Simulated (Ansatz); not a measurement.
## MgB2: energy against volume and a worked fit

```yaml
crystal:
  lattice:
    - [0.00000, 2.99364, 2.99364]
    - [2.99364, 0.00000, 2.99364]
    - [2.99364, 2.99364, 0.00000]
  atoms:
    - { symbol: Mg, position: [0.00000, 0.00000, 0.00000] }
    - { symbol: Mg, position: [0.25000, 0.25000, 0.25000] }
    - { symbol: B, position: [0.62500, 0.12500, 0.62500] }
    - { symbol: B, position: [0.62500, 0.62500, 0.12500] }
    - { symbol: B, position: [0.12500, 0.62500, 0.62500] }
    - { symbol: B, position: [0.62500, 0.62500, 0.62500] }
```

Measurements of this composition are mostly on another form, of space group No. 191.

The cell was scaled at fixed shape and fractions and run with Ansatz, Ansatz PAW, cutoff 420 eV; PBE, k mesh 8 × 8 × 8 on the cell of 6 atoms, fermi-dirac occupations of 0.05 eV, no spin polarisation, no spin-orbit coupling. Energies are those that the program minimises, any entropy of the smearing included. For a metal such a mesh isn't converged to the digits shown.

```csv
V (Å³/atom),energy over the lowest row (meV/atom)
8.4063,16.798
8.5852,7.399
8.7640,1.917
8.9429,0.000
9.1217,1.299
9.3006,?
9.4795,12.427
```

Question: Fit the third-order Birch-Murnaghan form, give V0, B0 and B′, and predict the energy left open.

Answer: With y = (V0/V)^(2/3), E = E0 + (9 V0 B0/16) [(y - 1)³ B′ + (y - 1)² (6 - 4y)]. Least squares through the rows shown give V0 = 8.9572 Å³/atom, E0 = -0.013 meV, B0 = 143.5 GPa (1 eV/Å³ = 160.218 GPa) and B′ = 3.85, with a largest miss of 0.003 meV. At V = 9.3006 the form with these constants gives 5.534 meV; the run gave 5.549 meV an atom.
